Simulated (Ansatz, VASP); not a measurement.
## One calculation of AgCl (Chlorargyrite), two programs

```xyz
2
Lattice="0.0000 2.7531 2.7531 2.7531 0.0000 2.7531 2.7531 2.7531 0.0000" Properties=species:S:1:pos:R:3 pbc="T T T"
Ag    0.0000    0.0000    0.0000
Cl    2.7531    2.7531    2.7531
```

Change from the starting cell: volume scaled by 1.02.

Alike in both runs: task single point; functional PBEsol; k mesh 8 × 8 × 8; occupations fermi-dirac, width 0.05 eV; no spin polarisation.

|  | VASP | Ansatz |
| --- | --- | --- |
| version | VASP 6.6.1 | Ansatz 0.2.0 |
| potentials or method | VASP PAW PBE potentials, release 64 (Ag, Cl) | Ansatz PAW |
| plane-wave cutoff (eV) | 520 | 420 |
| valence electrons in the cell | 18 | 26 |

Ansatz gave:

| Property | Result |
| --- | --- |
| gap on the k mesh at the Fermi level (eV) | 0.73 |
| least direct gap on the mesh (eV) | 3.11 |
| pressure (GPa) | -1.7 |

**Question.** Estimate VASP's values.

**Answer.** gap on the k mesh at the Fermi level (eV): 0.73; least direct gap on the mesh (eV): 3.11; pressure (GPa): -1.8.

With one functional, cell and mesh, what is left measures potentials, basis and numerics. The two sets of potentials don't hold the same shells in valence.

Caveats: the PAW data sets were made with another functional, which shifts forces and pressure a little (VASP); the PAW data sets come from PBE, with cores solved anew for the run's functional, which leaves a small shift of forces and pressure (Ansatz). A k mesh can miss the band edges.
